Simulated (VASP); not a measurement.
# PtS2 (P-3m1) in VASP: further runs

One crystal, PtS2, is run at these levels: LDA; tasks: relaxation of cell and atoms.

Program: VASP 6.6.1. These are calculated values, not measurements. Logs are shortened: lines on timing, memory, paths and dates and some standing lists are left out, and cuts for length are marked.

### 1 The crystal as given

It takes space group P-3m1 (No. 164, trigonal). Conventional cell: a = 3.543 Å, b = 3.543 Å, c = 5.039 Å, α = 90.00°, β = 90.00°, γ = 120.00°. Around Pt (site symmetry -3m) lie 6 S at 2.34 Å. Around S (site symmetry 3m) lie 3 Pt at 2.34 Å.

### 2 Relaxation of cell and atoms, LDA

File INCAR:

```
SYSTEM = PtS2
PREC = Accurate
ENCUT = 600
EDIFF = 1E-6
ISMEAR = 0
SIGMA = 0.03
LREAL = .False.
LASPH = .True.
NELM = 80
ALGO = Normal
ISIF = 3
LWAVE = .False.
LCHARG = .False.
GGA = CA
IBRION = 2
NSW = 90
EDIFFG = -0.01
KPAR = 2
```

File KPOINTS:

```
regular mesh
0
Gamma
  9 9 5
  0 0 0
```

File POSCAR:

```
PtS2
1.0
    3.5432000000      0.0000000000      0.0000000000
   -1.7716000000      3.0685012107      0.0000000000
    0.0000000000      0.0000000000      5.0388000000
Pt S
1 2
Direct
    0.0000000000      0.0000000000      0.0000000000
    0.3333333333      0.6666666667      0.2270000000
    0.6666666667      0.3333333333      0.7730000000
```

Potentials or basis: VASP PAW LDA potentials, release 64 (Pt, S).

On the command line:

```bash
$ cat potpaw_LDA.64/Pt/POTCAR potpaw_LDA.64/S/POTCAR > POTCAR
$ mpirun -np 2 vasp_std > vasp.out
```

OUTCAR:

```text
SYSTEM = PtS2
   PREC = Accurate
   ENCUT = 600
   EDIFF = 1E-6
   ISMEAR = 0
   LREAL = .False.
   LASPH = .True.
   NELM = 80
   ISIF = 3
   GGA = CA
   IBRION = 2
   NSW = 90
   EDIFFG = -0.01

 ion  position               nearest neighbor table
   1  0.000  0.000  0.000-   2 2.34   3 2.34   3 2.34   2 2.34   3 2.34   2 2.34
   2  0.333  0.667  0.227-   1 2.34   1 2.34   1 2.34
   3  0.667  0.333  0.773-   1 2.34   1 2.34   1 2.34

  LATTYP: Found a hexagonal cell.
 ALAT       =     3.5432000000
 C/A-ratio  =     1.4221043125

  Lattice vectors:

 A1 = (   3.5432000000,   0.0000000000,   0.0000000000)
 A2 = (  -1.7716000000,   3.0685012107,   0.0000000000)
 A3 = (   0.0000000000,   0.0000000000,   5.0388000000)

Analysis of symmetry for initial positions (statically):
=====================================================================
 Subroutine PRICEL returns:
 Original cell was already a primitive cell.

 Routine SETGRP: Setting up the symmetry group for a
 hexagonal supercell.

 Subroutine GETGRP returns: Found 12 space group operations
 (whereof 12 operations were pure point group operations)
 out of a pool of 24 trial point group operations.

The static configuration has the point symmetry D_3d.

Analysis of symmetry for dynamics (positions and initial velocities):
=====================================================================
 Subroutine PRICEL returns:
 Original cell was already a primitive cell.

 Routine SETGRP: Setting up the symmetry group for a
 hexagonal supercell.

 Subroutine GETGRP returns: Found 12 space group operations
 (whereof 12 operations were pure point group operations)
 out of a pool of 24 trial point group operations.

The dynamic configuration has the point symmetry D_3d.

 Subroutine INISYM returns: Found 12 space group operations
 (whereof 12 operations are pure point group operations),
 and found     1 'primitive' translations

----------------------------------------------------------------------------------------

                                     Primitive cell

  volume of cell :      54.7834

  direct lattice vectors                    reciprocal lattice vectors
     3.543200000  0.000000000  0.000000000     0.282230752  0.162946001  0.000000000
    -1.771600000  3.068501211  0.000000000     0.000000000  0.325892001  0.000000000
     0.000000000  0.000000000  5.038800000     0.000000000  0.000000000  0.198459951

  length of vectors
     3.543200000  3.543200000  5.038800000     0.325892001  0.325892001  0.198459951

  position of ions in fractional coordinates (direct lattice)
     0.000000000  0.000000000  0.000000000
     0.333333333  0.666666667  0.227000000
     0.666666667  0.333333333  0.773000000

  ion indices of the primitive-cell ions
   primitive index   ion index
                 1           1
                 2           2
                 3           3

----------------------------------------------------------------------------------------

 KPOINTS: regular mesh

Automatic generation of k-mesh.
 Grid dimensions read from file:
 generate k-points for:    9    9    5

 Generating k-lattice:

  Cartesian coordinates                     Fractional coordinates (reciprocal lattice)
     0.031358972  0.018105111  0.000000000     0.111111111  0.000000000  0.000000000
     0.000000000  0.036210222  0.000000000     0.000000000  0.111111111  0.000000000
     0.000000000  0.000000000  0.039691990     0.000000000  0.000000000  0.200000000

  Length of vectors
     0.036210222  0.036210222  0.039691990

  Shift w.r.t. Gamma in fractional coordinates (k-lattice)
     0.000000000  0.000000000  0.000000000

 Subroutine IBZKPT returns following result:
 ===========================================

 Found     50 irreducible k-points:

 Following reciprocal coordinates:
            Coordinates               Weight
  0.000000  0.000000  0.000000      1.000000
  0.111111 -0.000000  0.000000      6.000000
  0.222222  0.000000  0.000000      6.000000
  0.333333  0.000000  0.000000      6.000000
  0.444444  0.000000  0.000000      6.000000
  0.111111  0.111111  0.000000      6.000000
[... 16 lines left out ...]
  0.222222  0.111111  0.200000     12.000000
 -0.111111  0.333333  0.200000     12.000000
 [... further k-points ...]
   k-points           NKPTS =     50   k-points in BZ     NKDIM =     50   number of bands    NBANDS=     15
   number of dos      NEDOS =    301   number of ions     NIONS =      3
   total plane-waves  NPLWV =  31360
   dimension x,y,z NGX =    28 NGY =   28 NGZ =   40
   dimension x,y,z NGXF=    56 NGYF=   56 NGZF=   80
   ions per type =               1   2
   NGX,Y,Z   is equivalent  to a cutoff of  13.14, 13.14, 13.20 a.u.
   NGXF,Y,Z  is equivalent  to a cutoff of  26.28, 26.28, 26.39 a.u.
 SYSTEM =  PtS2
   PREC   = accura    normal or accurate (medium, high low for compatibility)
   ISTART =      0    job   : 0-new  1-cont  2-samecut
   ICHARG =      2    charge: 1-file 2-atom 10-const
   ISPIN  =      1    spin polarized calculation?
   LNONCOLLINEAR =      F non collinear calculations
   LSORBIT =      F    spin-orbit coupling
   LASPH  =      T    aspherical Exc in radial PAW
   ENCUT  =  600.0 eV  44.10 Ry    6.64 a.u.   7.08  7.08 10.06*2*pi/ulx,y,z
   NELM   =     80;   NELMIN=  2; NELMDL= -5     # of ELM steps
   EDIFF  = 0.1E-05   stopping-criterion for ELM
   LREAL  =      F    real-space projection
   EDIFFG = -.1E-01   stopping-criterion for IOM
   NSW    =     90    number of steps for IOM
   IBRION =      2    ionic relax: 0-MD 1-quasi-New 2-CG
   NFREE  =      1    steps in history (QN), initial steepest desc. (CG)
   ISIF   =      3    stress and relaxation
   ISYM   =      2    0-nonsym 1-usesym 2-fastsym
   POTIM  = 0.5000    time-step for ionic-motion
   TEBEG  =    0.0;   TEEND  =   0.0 temperature during run
   PSTRESS=    0.0 pullay stress
   NELECT =      22.0000    total number of electrons
   NUPDOWN=      -1.0000    fix difference up-down
   EMIN   =  10.00;   EMAX   =-10.00  energy-range for DOS
   EFERMI =   0.00;   METHOD = LEGACY
   ISMEAR =     0;   SIGMA  =   0.03  broadening in eV -4-tet -1-fermi 0-gaus
   EFERMI_NEDOS =   21; number of points for ismear=-14 and -15
   IALGO  =     38    algorithm
   IMIX   =      4    mixing-type and parameters
     AMIX     =   0.40;   BMIX     =  1.00
     AMIX_MAG =   1.60;   BMIX_MAG =  1.00
  volume/ion in A,a.u.               =      18.26       123.23
  Fermi-wavevector in a.u.,A,eV,Ry     =   1.207812  2.282434 19.848315  1.458810
  Thomas-Fermi vector in A             =   2.343439
   LORBIT       =      0    0 simple, 1 ext, 2 COOP (PROOUT), +10 PAW based schemes
   GGA     = CA    functional components
   LHFCALC =     F    Hartree Fock is set to
   AEXX    =    0.0000 exact exchange contribution
   IVDW    =     0    specifies the selected vdW correction
   LEPSILON=     F    determine dielectric tensor
   LRPA    =     F    only Hartree local field effects (RPA)
 conjugate gradient relaxation of ions
 non-spin polarized calculation
 Gauss-broadening in eV      SIGMA  =   0.03
  energy-cutoff  :      600.00
  volume of cell :       54.78
 maximum number of plane-waves:      1863
   NGX = 15   NGY = 15   NGZ = 21

--------------------------------------- Ionic step        1  -------------------------------------------

 number of electron      22.0000001 magnetization

 Free energy of the ion-electron system (eV)
  ---------------------------------------------------
  ext. energy  EPLUGINS =         0.00000000
  ---------------------------------------------------
  free energy    TOTEN  =       -18.12425288 eV

  energy without entropy =      -18.12425288  energy(sigma->0) =      -18.12425288

------------------------ aborting loop because EDIFF is reached ----------------------------------------

  FORCE on cell =-STRESS in cart. coord.  units (eV):
  Direction    XX          YY          ZZ          XY          YZ          ZX
  --------------------------------------------------------------------------------------
  -------------------------------------------------------------------------------------
  Total        1.2647246      1.2647246      1.1485660      0.0000000      0.0000000      0.0000000
  in kB       36.9877126     36.9877126     33.5905758      0.0000000      0.0000000      0.0000000
  external PRESSURE =      35.8553337 kB  Pullay stress =       0.0000000 kB
[... 92 lines left out ...]
  FREE ENERGIE OF THE ION-ELECTRON SYSTEM (eV)
  ---------------------------------------------------
  free  energy   TOTEN  =       -18.1494577187 eV

  energy  without entropy=      -18.1494577187  energy(sigma->0) =      -18.14945772

[... ionic steps 4 to 21 ...]

--------------------------------------- Ionic step       22  -------------------------------------------

 number of electron      21.9999999 magnetization

------------------------ aborting loop because EDIFF is reached ----------------------------------------
[... 69 lines left out ...]
--------------------------------------- Ionic step       24  -------------------------------------------

 number of electron      21.9999999 magnetization

 Free energy of the ion-electron system (eV)
  ---------------------------------------------------
  ext. energy  EPLUGINS =         0.00000000
  ---------------------------------------------------
  free energy    TOTEN  =       -18.21526047 eV

  energy without entropy =      -18.21506752  energy(sigma->0) =      -18.21516399

 E-fermi :   8.4487     XC(G=0): -11.5219

 val. band max:        8.2082372940   @ k =   0.0000   0.1111   0.2000
 cond. band min:       8.4780344951   @ k =  -0.1111   0.3333   0.4000
 fundamental gap:      0.2697972012
 Fermi energy:         8.4486868839

 k-point     1 :       0.0000    0.0000    0.0000
  band No.  band energies     occupation
      1      -7.8442      2.00000
      2      -4.0505      2.00000
      3       0.4581      2.00000
      4       1.0140      2.00000
      5       1.0140      2.00000
      6       3.9833      2.00000
      7       3.9833      2.00000
      8       5.8688      2.00000
      9       6.7552      2.00000
     10       6.7552      2.00000
     11       8.5516      0.00000
     12       9.4760      0.00000
     13       9.4760      0.00000
     14      11.6437      0.00000
[... 401 lines left out ...]
      2      -4.9023      2.00000
      3       0.8629      2.00000
      4       1.4375      2.00000
      5       2.0322      2.00000
      6       2.7960      2.00000
      7       3.5624      2.00000
      8       4.6916      2.00000
      9       5.8123      2.00000
     10       6.2832      2.00000
     11       7.5229      2.00000
     12       8.8096      0.00000
     13       9.5794      0.00000
     14      13.1913      0.00000
     15      14.7560      0.00000

 [... further k-points ...]

------------------------ aborting loop because EDIFF is reached ----------------------------------------

  FORCE on cell =-STRESS in cart. coord.  units (eV):
  Direction    XX          YY          ZZ          XY          YZ          ZX
  --------------------------------------------------------------------------------------
  -------------------------------------------------------------------------------------
  Total        0.0222038      0.0222038     -0.0142819      0.0000000      0.0000000      0.0000000
  in kB        0.7122996      0.7122996     -0.4581639      0.0000000      0.0000000      0.0000000
  external PRESSURE =       0.3221451 kB  Pullay stress =       0.0000000 kB
[... 18 lines left out ...]
  FREE ENERGIE OF THE ION-ELECTRON SYSTEM (eV)
  ---------------------------------------------------
  free  energy   TOTEN  =       -18.2152604689 eV

  energy  without entropy=      -18.2150675165  energy(sigma->0) =      -18.21516399

 reached required accuracy - stopping structural energy minimisation
```

Run time: 1.8 min. Hardware: 2 MPI ranks of Intel Xeon 6975P-C (Granite Rapids), shared host; peak memory 0.2 GiB.

What came out:

* Free energy: -18.2153 eV
* Relaxed volume: 16.65 Å³/atom
* Relaxed cell: a = 3.560 Å, b = 3.560 Å, c = 4.550 Å, α = 90.00°, β = 90.00°, γ = 120.00°
* Space group after relaxing (to 0.05 Å): P-3m1 (No. 164)
* Energy gained by relaxing: 30.3 meV/atom
* Ionic steps: 24
* Pressure after relaxing: 0.0 GPa
* Largest force after relaxing: 0.004 eV/Å
* Band gap on the k mesh: none (metal or under the smearing width)

Forces on the atoms (eV/Å):
```
Pt   0.000  0.000  0.000
S    0.000  0.000  0.004
S    0.000  0.000 -0.004
```

Step by step:
```tsv
step	energy change (eV)	largest force (eV/Å)	pressure (GPa)	volume (Å³)
1	0.0000	0.8050	3.59	54.78
2	0.0381	0.4672	-7.52	58.09
3	-0.0252	0.2794	-1.14	56.02
4	-0.0369	0.1819	-0.84	55.49
5	-0.0434	0.0329	-0.36	54.71
6	-0.0492	0.0890	0.15	54.14
7	-0.0613	0.2619	1.93	52.42
8	-0.0500	0.6195	6.65	49.01
9	-0.0624	0.4083	3.53	51.27
10	-0.0632	0.4048	3.49	51.23
11	-0.0656	0.3945	3.38	51.11
12	-0.0699	0.3742	3.24	50.87
13	-0.0771	0.3344	2.92	50.37
14	-0.0846	0.2594	2.51	49.36
15	-0.0843	0.2137	2.44	48.93
16	-0.0848	0.2332	2.47	49.10
17	-0.0876	0.1832	1.77	49.37
18	-0.0906	0.0608	0.10	50.07
19	-0.0906	0.0555	0.02	50.10
20	-0.0907	0.0511	-0.01	50.09
21	-0.0908	0.0396	0.03	50.05
22	-0.0910	0.0162	0.03	49.98
23	-0.0909	0.0309	0.05	49.84
24	-0.0910	0.0040	0.03	49.94
```

Final structure:
```yaml
crystal:
  lattice:
    - [3.56028, 0.00000, 0.00000]
    - [-1.78014, 3.08329, 0.00000]
    - [0.00000, 0.00000, 4.54964]
  atoms:
    - { symbol: Pt, position: [0.00000, 0.00000, 0.00000] }
    - { symbol: S, position: [0.33333, 0.66667, 0.26123] }
    - { symbol: S, position: [0.66667, 0.33333, 0.73877] }
```

Spin-orbit coupling is left out, which matters for the levels of Pt. LDA usually gives volumes a few per cent too small.

### 3 Relaxation of cell and atoms, LDA

This run uses another cell than the first one, of 16.65 Å³/atom, 0.912 times its volume.

Edit INCAR of step 2 so:

```diff
@@ -3,3 +3,3 @@
 ENCUT = 600
-EDIFF = 1E-6
+EDIFF = 1E-7
 ISMEAR = 0
@@ -16,3 +16,3 @@
 NSW = 90
-EDIFFG = -0.01
+EDIFFG = -0.005
 KPAR = 2
```

KPOINTS is that of step 2.

File POSCAR:

```
PtS2                                    
1.0
    3.5602779488      0.0000000000     -0.0000000000
   -1.7801389744      3.0832911482     -0.0000000000
    0.0000000000      0.0000000000      4.5496384981
  Pt              S             
     1     2
Direct
     0.0000000000000000    0.0000000000000000    0.0000000000000000
     0.3333333332999970    0.6666666667000030    0.2612311622761728
     0.6666666667000030    0.3333333332999970    0.7387688377238270
```

Potentials or basis: VASP PAW LDA potentials, release 64 (Pt, S).

On the command line:

```bash
$ cat potpaw_LDA.64/Pt/POTCAR potpaw_LDA.64/S/POTCAR > POTCAR
$ mpirun -np 2 vasp_std > vasp.out
```

OUTCAR:

```text
SYSTEM = PtS2
   PREC = Accurate
   ENCUT = 600
   EDIFF = 1E-7
   ISMEAR = 0
   LREAL = .False.
   LASPH = .True.
   NELM = 80
   ISIF = 3
   GGA = CA
   IBRION = 2
   NSW = 90
   EDIFFG = -0.005

 ion  position               nearest neighbor table
   1  0.000  0.000  0.000-   2 2.37   3 2.37   3 2.37   2 2.37   3 2.37   2 2.37
   2  0.333  0.667  0.261-   1 2.37   1 2.37   1 2.37
   3  0.667  0.333  0.739-   1 2.37   1 2.37   1 2.37

  LATTYP: Found a hexagonal cell.
 ALAT       =     3.5602779488
 C/A-ratio  =     1.2778885704

  Lattice vectors:

 A1 = (   3.5602779488,   0.0000000000,   0.0000000000)
 A2 = (  -1.7801389744,   3.0832911482,   0.0000000000)
 A3 = (   0.0000000000,   0.0000000000,   4.5496384981)

Analysis of symmetry for initial positions (statically):
=====================================================================
[... 314 lines left out ...]
      8       5.8710      2.00000
      9       6.7537      2.00000
     10       6.7537      2.00000
     11       8.5537      0.00000
     12       9.4722      0.00000
     13       9.4722      0.00000
     14      11.6393      0.00000
[... 401 lines left out ...]
      2      -4.9004      2.00000
      3       0.8638      2.00000
      4       1.4385      2.00000
      5       2.0317      2.00000
      6       2.7996      2.00000
      7       3.5643      2.00000
      8       4.6922      2.00000
      9       5.8106      2.00000
     10       6.2837      2.00000
     11       7.5213      2.00000
     12       8.8092      0.00000
     13       9.5776      0.00000
     14      13.1886      0.00000
     15      14.7538      0.00000

 [... further k-points ...]

------------------------ aborting loop because EDIFF is reached ----------------------------------------

  FORCE on cell =-STRESS in cart. coord.  units (eV):
  Direction    XX          YY          ZZ          XY          YZ          ZX
  --------------------------------------------------------------------------------------
  -------------------------------------------------------------------------------------
  Total       -0.0045298     -0.0045298     -0.0133842      0.0000000     -0.0000000      0.0000000
  in kB       -0.1453169     -0.1453169     -0.4293668      0.0000000     -0.0000000      0.0000000
  external PRESSURE =      -0.2400002 kB  Pullay stress =       0.0000000 kB
[... 18 lines left out ...]
  FREE ENERGIE OF THE ION-ELECTRON SYSTEM (eV)
  ---------------------------------------------------
  free  energy   TOTEN  =       -18.2149430353 eV

  energy  without entropy=      -18.2147501115  energy(sigma->0) =      -18.21484657

 reached required accuracy - stopping structural energy minimisation
```

Wall time 17 s (2 MPI ranks of Intel Xeon 6975P-C (Granite Rapids), shared host); peak memory 0.17 GiB.

What came out:

| Property | Result |
| --- | --- |
| Free energy | -18.2149 eV |
| Energy gained by relaxing | 0.0 meV/atom |
| Ionic steps | 4 |
| Pressure after relaxing | 0.0 GPa |
| Band gap on the k mesh | none (metal or under the smearing width) |

Forces in eV/Å, atoms in the order of the input:
```
Pt   0.000  0.000  0.000
S    0.000  0.000  0.002
S    0.000  0.000 -0.002
```

Final structure:
```yaml
crystal:
  lattice:
    - [3.56133, 0.00000, 0.00000]
    - [-1.78067, 3.08420, 0.00000]
    - [0.00000, 0.00000, 4.54694]
  atoms:
    - { symbol: Pt, position: [0.00000, 0.00000, 0.00000] }
    - { symbol: S, position: [0.33333, 0.66667, 0.26128] }
    - { symbol: S, position: [0.66667, 0.33333, 0.73872] }
```

Levels at points of the mesh, in eV from the Fermi level:
```tsv
k point	band 7	band 8	band 9	band 10	band 11	band 12	band 13	band 14	band 15
(0.00, 0.00, 0.00)	-4.46	-2.57	-1.69	-1.69	0.11	1.03	1.03	3.19	5.01
```

Spin-orbit coupling is left out, which matters for the levels of Pt.
